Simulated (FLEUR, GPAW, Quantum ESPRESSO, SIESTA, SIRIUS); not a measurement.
# One calculation of Al, 6 ways

```
Al
1.0
     0.00000    2.02481    2.02481
     2.02481    0.00000    2.02481
     2.02481    2.02481    0.00000
Al
1
Cartesian
  0.0000 0.0000 0.0000
```

Alike in all runs: task equation of state; functional PBE; k mesh 11 × 11 × 11; occupations fermi-dirac, width 0.05 eV; no spin polarisation; no spin-orbit coupling.

```
                                                    program and potentials  plane-wave cutoff (eV)         notes  equilibrium volume (Å³/atom)  bulk modulus (GPa)
                             SIRIUS, all-electron FP-LAPW, apw+lo standard                       -             -                         16.51                78.9
SIESTA, files PseudoDojo sr-pbe-0.4.1-standard, TZP (energy shift 0.01 Ry)                       -  atomic basis                         16.52                77.9
                                        Quantum ESPRESSO, Ansatz NC SR PBE                     544             -                         16.52                78.6
                                                FLEUR, all-electron, FLAPW                       -             -                         16.51                78.9
                         GPAW, PAW data sets generated for this functional                     600             -                         16.54                79.3
                                                       GPAW, SG15 ONCV 1.2                    1100             -                         16.56                78.8
```

The equilibrium volume spans 16.51 (SIRIUS, all-electron FP-LAPW, apw+lo standard) to 16.56 Å³/atom (GPAW, SG15 ONCV 1.2), with all-electron results at 16.51. The bulk modulus spans 77.9 (SIESTA, files PseudoDojo sr-pbe-0.4.1-standard, TZP (energy shift 0.01 Ry)) to 79.3 GPa (GPAW, PAW data sets generated for this functional), with all-electron results at 78.9. Rows in atomic bases carry the error of their basis and grid, which can be large. For a metal such a mesh isn't converged, which the comparison doesn't need.

Differences between rows come from potentials, basis sets and numerical settings, since the functional is the same but for its coding. Runs on potential files found faulty are left out.
